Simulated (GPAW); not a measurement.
The system is ZnSe (Stilleite).

```xyz
2
Lattice="0.0000 2.8338 2.8338 2.8338 0.0000 2.8338 2.8338 2.8338 0.0000" Properties=species:S:1:pos:R:3 pbc="T T T"
Se    4.2507    4.2507    4.2507
Zn    0.0000    0.0000    0.0000
```

Base run:

```yaml
Program: GPAW 26.7.0
Functional: RPBE
Potentials_or_basis: the program's PAW data sets (release 1.2.1) made for this functional
Cutoff: 600 eV
Basis: pw
k_mesh: 8 × 8 × 8
Occupations: fermi-dirac, width 0.05 eV
Spin: no spin polarisation
```

Its results: band gap on the k mesh 1.46 eV, direct; pressure 4.5 GPa.

Task: After a change of settings the same cell gave: band gap on the k mesh 1.42 eV, direct; pressure 3.8 GPa. Which change was it?
A. functional from RPBE to LDA; cutoff from 600 eV to 450 eV; k mesh from 8 × 8 × 8 to 7 × 7 × 7
B. functional from RPBE to revPBE; band points from 80 to 60
C. functional from RPBE to LDA; band points from 80 to 100

Result: B.

Not every run made on this cell is shown here.
